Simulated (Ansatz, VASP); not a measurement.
**Two plane-wave programs on C**

INCAR

```
SYSTEM = C
PREC     = Accurate       ! precision mode
ENCUT    = 520            ! plane-wave cutoff, eV
EDIFF    = 1E-6           ! SCF threshold, eV
ISMEAR   = 0              ! smearing method
SIGMA    = 0.05           ! smearing width, eV
LREAL    = .False.        ! projectors in reciprocal space
LASPH    = .True.         ! aspherical terms in the spheres
NELM     = 100            ! most SCF steps
ALGO     = Normal         ! electronic algorithm
ISIF     = 2              ! what is computed and relaxed
LWAVE    = .False.        ! write WAVECAR
LCHARG   = .False.        ! write CHGCAR
NBANDS   = 31             ! bands
```

File KPOINTS:

```
Automatic mesh
0
Gamma
  10 10 3
  0 0 0
```

POSCAR

```
C
1.0
   -2.4912907516      0.0000000000      0.0000000000
   -1.2456453758     -2.1575210791      0.0000000000
   -0.9341094673     -0.5393083524     10.2538776052
C
10
Direct
   -0.4850764425     -0.4850764425      0.8741556576
    0.5521464225      0.5521464225      0.7252443424
    0.0353241222      0.0353241222      0.1257869493
    0.6150458578      0.6150458578      0.4736130507
   -0.0019234208     -0.0019234208      0.2747969895
    0.6522934008      0.6522934008      0.3246030105
   -0.1642759562     -0.1642759562      0.9242937306
    0.2313459362      0.2313459362      0.6751062694
    0.3811861205      0.3811861205      0.0756656066
    0.2691838595      0.2691838595      0.5237343934
```

Input for Ansatz:

```yaml
crystal:
  lattice:
    - [-2.4912907516, 0.0, 0.0]
    - [-1.2456453758, -2.1575210791, 0.0]
    - [-0.9341094673, -0.5393083524, 10.2538776052]
  atoms:
    - { symbol: C, position: [-0.4850764425, -0.4850764425, 0.8741556576] }
    - { symbol: C, position: [0.5521464225, 0.5521464225, 0.7252443424] }
    - { symbol: C, position: [0.0353241222, 0.0353241222, 0.1257869493] }
    - { symbol: C, position: [0.6150458578, 0.6150458578, 0.4736130507] }
    - { symbol: C, position: [-0.0019234208, -0.0019234208, 0.2747969895] }
    - { symbol: C, position: [0.6522934008, 0.6522934008, 0.3246030105] }
    - { symbol: C, position: [-0.1642759562, -0.1642759562, 0.9242937306] }
    - { symbol: C, position: [0.2313459362, 0.2313459362, 0.6751062694] }
    - { symbol: C, position: [0.3811861205, 0.3811861205, 0.0756656066] }
    - { symbol: C, position: [0.2691838595, 0.2691838595, 0.5237343934] }
basis:
  ecutwfc: 420
kpoints:
  mp_grid: { grid: [10, 10, 3] }
hamiltonian:
  xc: lda
scf:
  occupations: { method: gaussian, width: 0.05 }
output:
  forces: true
  stress: true
  eigenvalues: true
```

Alike in both runs: task single point; functional LDA; k mesh 10 × 10 × 3; occupations gaussian, width 0.05 eV; no spin polarisation.

```csv
,VASP,Ansatz
version,VASP 6.6.1,Ansatz 0.2.0
potentials or method,"VASP PAW LDA potentials, release 64 (C)","scalar-relativistic, plane waves, PAW"
plane-wave cutoff (eV),520,420
valence electrons in the cell,40,40
```

Ansatz gave:

| Item | Value |
| --- | --- |
| gap on the k mesh at the Fermi level (eV) | none |
| pressure (GPa) | 4.2 |
| largest component of the traceless stress (GPa) | 19.29 |
| rms of the force components (eV/Å) | 0.944 |

Question: Which values does VASP return?

Answer: gap on the k mesh at the Fermi level (eV): none; pressure (GPa): 5.7; largest component of the traceless stress (GPa): 19.16; rms of the force components (eV/Å): 0.934.

Atom by atom the forces differ by 0.011 eV/Å (rms over components). A gap of «none» marks a metal or a gap that the smearing closes.

Caveats: forces of over 1 eV/Å show positions far from the minimum, so gaps and moduli don't describe the material at rest.
